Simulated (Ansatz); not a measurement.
**P (bcc): energy against volume**

Level of theory: DFT, PBE, plane waves (420 eV) with PAW, scalar-relativistic in Ansatz.

The cell is scaled uniformly from the relaxed one, with fractional coordinates and shape fixed. Energies are extrapolated to zero smearing, pressures are those at the given smearing. Magnetic state: spin not included.

A Birch-Murnaghan fit gives V₀ = 14.23 Å³/atom, B₀ = 97 GPa, B₀′ = 3.5.

(1) What are the energy above the minimum and the pressure at 13.088 Å³/atom?

(2) What are the energy above the minimum and the pressure at 14.795 Å³/atom?

(3) What are the energy above the minimum and the pressure at 15.933 Å³/atom?

Results:

(1) 31.4 meV/atom and 9.40 GPa as computed.

(2) 6.3 meV/atom and -3.49 GPa as computed.

(3) 51.7 meV/atom and -8.79 GPa as computed.
